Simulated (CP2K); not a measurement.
# BAs (F-43m) in CP2K: a series of runs, part 2 of 2

CP2K 2026.2. Earlier steps stand in the parts before.

## 4. Single point, PBEsol, 13.90 Å³/atom (volume scaled by 1.02)

Input file bas_eos.inp:

```
&GLOBAL
  PROJECT bas_eos
  RUN_TYPE ENERGY_FORCE
  PRINT_LEVEL LOW
&END GLOBAL
&FORCE_EVAL
  METHOD QS
  STRESS_TENSOR ANALYTICAL
  &DFT
    BASIS_SET_FILE_NAME BASIS_MOLOPT_UZH
    POTENTIAL_FILE_NAME POTENTIAL_UZH
    WFN_RESTART_FILE_NAME previous-RESTART.kp
    &MGRID
      CUTOFF 450
      REL_CUTOFF 60
      NGRIDS 4
    &END MGRID
    &QS
      METHOD GPW
      EPS_DEFAULT 1.0E-9
    &END QS
    &KPOINTS
      SCHEME MONKHORST-PACK 10 10 10
      GAMMA_CENTERED T
      SYMMETRY T
      SYMMETRY_BACKEND SPGLIB
    &END KPOINTS
    &SCF
      SCF_GUESS RESTART
      EPS_SCF 1.0E-6
      MAX_SCF 100
      ADDED_MOS 10
      CHOLESKY OFF
      EPS_EIGVAL 1.0E-7
      &DIAGONALIZATION ON
        ALGORITHM STANDARD
      &END DIAGONALIZATION
      &MIXING ON
        METHOD BROYDEN_MIXING
        ALPHA 0.4
        BETA 1.5
        NBUFFER 8
      &END MIXING
      &SMEAR ON
        METHOD FERMI_DIRAC
        ELECTRONIC_TEMPERATURE [K] 580.226
      &END SMEAR
    &END SCF
    &XC
      &XC_FUNCTIONAL
        &GGA_X_PBE_SOL
        &END GGA_X_PBE_SOL
        &GGA_C_PBE_SOL
        &END GGA_C_PBE_SOL
      &END XC_FUNCTIONAL
    &END XC
    &PRINT
      &KPOINTS ON
      &END KPOINTS
      &MULLIKEN ON
      &END MULLIKEN
      &MO ON
        ENERGIES T
        OCCUPATION_NUMBERS T
        &EACH
          QS_SCF 0
        &END EACH
        ADD_LAST NUMERIC
      &END MO
    &END PRINT
  &END DFT
  &SUBSYS
    &CELL
      A 3.4002196072 0.0000000000 0.0000000000
      B 1.7001098036 2.9446765583 0.0000000000
      C 1.7001098036 0.9815588528 2.7762676837
      PERIODIC XYZ
    &END CELL
    &COORD
      SCALED
      As  0.7500000000 0.7500000000 0.7500000000
      B   0.0000000000 0.0000000000 0.0000000000
    &END COORD
    &KIND As
      BASIS_SET TZVP-MOLOPT-PBE-GTH-q5
      POTENTIAL GTH-PBE-q5
    &END KIND
    &KIND B
      BASIS_SET TZVP-MOLOPT-PBE-GTH-q3
      POTENTIAL GTH-PBE-q3
    &END KIND
    &PRINT
      &ATOMIC_COORDINATES ON
      &END ATOMIC_COORDINATES
      &CELL ON
      &END CELL
    &END PRINT
  &END SUBSYS
  &PRINT
    &FORCES ON
    &END FORCES
    &STRESS_TENSOR ON
    &END STRESS_TENSOR
  &END PRINT
&END FORCE_EVAL
```

On the command line:

```bash
OMP_NUM_THREADS=2 cp2k.psmp -i bas_eos.inp -o bas_eos.out
```

Wall time 15 s (2 threads of Arm Neoverse V1, shared host); peak memory 0.22 GiB.

It converged, with:

```
Free energy            : -248.3491 eV
Pressure               : -0.4 GPa
Band gap on the k mesh : 1.08 eV, indirect (least direct gap 3.26 eV)
Mulliken charges       : As +0.23; B -0.23 e
```

Caveat: Mulliken charges move with the basis; the potentials were made for another functional, which shifts forces and pressure; the basis of atomic orbitals isn't converged, which shifts pressures, moduli and gaps.

## 5. Single point, PBEsol, 13.08 Å³/atom (volume scaled by 0.96)

bas_eos.inp, as its differences from that of step 4:

```diff
@@ -73,5 +73,5 @@
     &CELL
-      A 3.4002196072 0.0000000000 0.0000000000
-      B 1.7001098036 2.9446765583 0.0000000000
-      C 1.7001098036 0.9815588528 2.7762676837
+      A 3.3321968881 0.0000000000 0.0000000000
+      B 1.6660984441 2.8857671555 0.0000000000
+      C 1.6660984441 0.9619223852 2.7207273661
       PERIODIC XYZ
```

On the command line:

```bash
OMP_NUM_THREADS=2 cp2k.psmp -i bas_eos.inp -o bas_eos.out
```

It took 16 s on 2 threads of Arm Neoverse V1, shared host; peak memory 0.22 GiB.

It converged, with:

```
Free energy            : -248.3094 eV
Pressure               : 8.6 GPa
Band gap on the k mesh : 1.02 eV, indirect (least direct gap 3.34 eV)
Mulliken charges       : As +0.26; B -0.26 e
```

Caveat: Mulliken charges move with the basis; the potentials were made for another functional, which shifts forces and pressure; the basis of atomic orbitals isn't converged, which shifts pressures, moduli and gaps.

## 6. Single point, PBEsol, 14.17 Å³/atom (volume scaled by 1.04)

bas_eos.inp, as its differences from that of step 5:

```diff
@@ -73,5 +73,5 @@
     &CELL
-      A 3.3321968881 0.0000000000 0.0000000000
-      B 1.6660984441 2.8857671555 0.0000000000
-      C 1.6660984441 0.9619223852 2.7207273661
+      A 3.4222995740 0.0000000000 0.0000000000
+      B 1.7111497870 2.9637983704 0.0000000000
+      C 1.7111497870 0.9879327902 2.7942959011
       PERIODIC XYZ
```

Potentials or basis: POTENTIAL_UZH As GTH-PBE-q5, B GTH-PBE-q3; TZVP-MOLOPT-PBE-GTH basis.

On the command line:

```bash
OMP_NUM_THREADS=2 cp2k.psmp -i bas_eos.inp -o bas_eos.out
```

Wall time 16 s (2 threads of Arm Neoverse V1, shared host); peak memory 0.22 GiB.

The run converged. Its results:

| Item | Value |
| --- | --- |
| Free energy | -248.3436 eV |
| Pressure | -2.8 GPa |
| Band gap on the k mesh | 1.10 eV, indirect (least direct gap 3.23 eV) |
| Mulliken charges | As +0.22; B -0.22 e |

Caveat: Mulliken charges move with the basis; the potentials were made for another functional, which shifts forces and pressure; the basis of atomic orbitals isn't converged, which shifts pressures, moduli and gaps.

## 7. Single point, PBEsol, 12.81 Å³/atom (volume scaled by 0.94)

bas_eos.inp, as its differences from that of step 6:

```diff
@@ -73,5 +73,5 @@
     &CELL
-      A 3.4222995740 0.0000000000 0.0000000000
-      B 1.7111497870 2.9637983704 0.0000000000
-      C 1.7111497870 0.9879327902 2.7942959011
+      A 3.3088940495 0.0000000000 0.0000000000
+      B 1.6544470248 2.8655863053 0.0000000000
+      C 1.6544470248 0.9551954351 2.7017006781
       PERIODIC XYZ
```

On the command line:

```bash
OMP_NUM_THREADS=2 cp2k.psmp -i bas_eos.inp -o bas_eos.out
```

Run time: 18 s. Hardware: 2 threads of Arm Neoverse V1, shared host; peak memory 0.22 GiB.

It converged, with:

```
Free energy            : -248.2739 eV
Pressure               : 12.3 GPa
Band gap on the k mesh : 1.00 eV, indirect (least direct gap 3.37 eV)
Mulliken charges       : As +0.27; B -0.27 e
```

Caveat: Mulliken charges move with the basis; the potentials were made for another functional, which shifts forces and pressure; the basis of atomic orbitals isn't converged, which shifts pressures, moduli and gaps.

## 8. Single point, PBEsol, 14.44 Å³/atom (volume scaled by 1.06)

bas_eos.inp, as its differences from that of step 7:

```diff
@@ -73,5 +73,5 @@
     &CELL
-      A 3.3088940495 0.0000000000 0.0000000000
-      B 1.6544470248 2.8655863053 0.0000000000
-      C 1.6544470248 0.9551954351 2.7017006781
+      A 3.4440982481 0.0000000000 0.0000000000
+      B 1.7220491241 2.9826765760 0.0000000000
+      C 1.7220491241 0.9942255254 2.8120944440
       PERIODIC XYZ
```

On the command line:

```bash
OMP_NUM_THREADS=2 cp2k.psmp -i bas_eos.inp -o bas_eos.out
```

Wall time 16 s (2 threads of Arm Neoverse V1, shared host); peak memory 0.22 GiB.

The run converged. Its results:

```yaml
Free_energy: -248.3301 eV
Pressure: -5.1 GPa
Band_gap_on_the_k_mesh: 1.11 eV, indirect (least direct gap 3.21 eV)
Mulliken_charges: As +0.22; B -0.22 e
```

Caveat: Mulliken charges move with the basis; the potentials were made for another functional, which shifts forces and pressure; the basis of atomic orbitals isn't converged, which shifts pressures, moduli and gaps.

## 9. Equation of state, PBEsol

Potentials or basis: POTENTIAL_UZH As GTH-PBE-q5, B GTH-PBE-q3; TZVP-MOLOPT-PBE-GTH basis.

This step only gathers the single runs of the series.

Results:

| Quantity | Value |
| --- | --- |
| Equilibrium volume | 13.86 Å³/atom |
| Bulk modulus | 133 GPa |
| Pressure derivative of the bulk modulus | 4.0 |

Energy against volume, from the lowest point:
```csv
volume (Å³/atom),energy (meV/atom)
12.809,37.62
13.081,19.89
13.354,8.08
13.626,1.61
13.899,0.00
14.171,2.78
14.444,9.53
```

Caveat: the potentials were made for another functional, which shifts forces and pressure; the basis of atomic orbitals isn't converged, which shifts pressures, moduli and gaps.

## 10. How close it comes

Step 9. A measured bulk modulus of BAs is 148 GPa (quoted in “Basic Physical Properties of Cubic Boron Arsenide”, 2019, arxiv:1911.11281); the calculated 133 GPa misses it by -10.1 %. The fit is for a static lattice scaled at fixed shape and fixed fractional positions.
